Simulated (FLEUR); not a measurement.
In: band structure with AM05

The system is In.

```
In
1.0
    -1.62547    1.62547    2.47370
     1.62547   -1.62547    2.47370
     1.62547    1.62547   -2.47370
In
1
Direct
  0.00000 0.00000 0.00000
```

```
Program                  : FLEUR MaX-R8.1 (later development tree)
Task                     : band structure
Functional               : AM05
Potentials or basis      : all-electron
Basis                    : FLAPW
Kmax                     : 4.1 1/bohr
k mesh                   : 11 × 11 × 11
Occupations              : fermi-dirac, width 0.05 eV
Spin                     : no spin polarisation
Gmax                     : 12.7 1/bohr
Muffin-tin radii         : In 2.66 bohr
lmax                     : In 10
lnonsphr                 : In 10
Local orbitals a species : In 5
Max iterations           : 60
Mixing factor            : 0.05
Mixer                    : Anderson
Mixer history            : 15
Density convergence      : 1e-05 me/bohr^3
```

```
Band gap along the path                               : none (metal or under the smearing width)
Valence electrons inside the program's atomic spheres : In 19.42 (radii In 2.66 bohr)
```

Levels at the corners of the path, in eV from the Fermi level:
| point | band 7 | band 8 | band 9 | band 10 | band 11 | band 12 | band 13 | band 14 | band 15 | band 16 |
| --- | --- | --- | --- | --- | --- | --- | --- | --- | --- | --- |
| Γ | -14.59 | -14.50 | -14.40 | -9.59 | 10.53 | 10.53 | 10.70 | 11.49 | 13.99 | 14.10 |
| X | -14.31 | -14.29 | -14.21 | -1.99 | -1.68 | 3.51 | 3.93 | 6.94 | 7.30 | 20.38 |
| Y | -14.49 | -14.40 | -14.28 | -1.67 | -0.28 | 0.10 | 1.27 | 12.94 | 13.05 | 16.35 |
| S | -14.44 | -14.39 | -14.32 | -2.53 | -1.24 | -0.56 | 6.14 | 8.89 | 15.82 | 18.82 |
| Γ | -14.59 | -14.50 | -14.40 | -9.59 | 10.53 | 10.53 | 10.70 | 11.49 | 13.99 | 14.10 |
| Z | -14.30 | -14.27 | -14.27 | -2.95 | -2.71 | 4.72 | 4.72 | 8.12 | 8.15 | 22.25 |
| S1 | -14.44 | -14.39 | -14.32 | -2.53 | -1.24 | -0.56 | 6.14 | 8.89 | 15.82 | 18.82 |
| N | -14.57 | -14.31 | -14.28 | -4.33 | -3.42 | 7.53 | 9.15 | 11.00 | 11.41 | 13.23 |
| P | -14.58 | -14.40 | -14.21 | -1.26 | -0.09 | -0.09 | 1.67 | 12.40 | 13.13 | 13.13 |
| Y1 | -14.49 | -14.40 | -14.28 | -1.67 | -0.28 | 0.10 | 1.27 | 12.94 | 13.05 | 16.35 |
| Z | -14.30 | -14.27 | -14.27 | -2.95 | -2.71 | 4.72 | 4.72 | 8.12 | 8.15 | 22.25 |
| X | -14.31 | -14.29 | -14.21 | -1.99 | -1.68 | 3.51 | 3.93 | 6.94 | 7.30 | 20.38 |
| P | -14.58 | -14.40 | -14.21 | -1.26 | -0.09 | -0.09 | 1.67 | 12.40 | 13.13 | 13.13 |

Core levels (eV from the Fermi level):
```
atom                                                                                                                             levels
1 In  1s1/2 -27702.1, 2s1/2 -4144.1, 2p1/2 -3865.6, 2p3/2 -3655.1, 3s1/2 -782.6, 3p1/2 -670.2, 3p3/2 -632.2, 3d3/2 -433.0, 3d5/2 -425.2
```

Run time: 29 s on 1 thread of Arm Neoverse V2 (shared host), peak memory 0.07 GiB.

Caveat: spin-orbit coupling is left out, which moves the levels of the heavy elements.
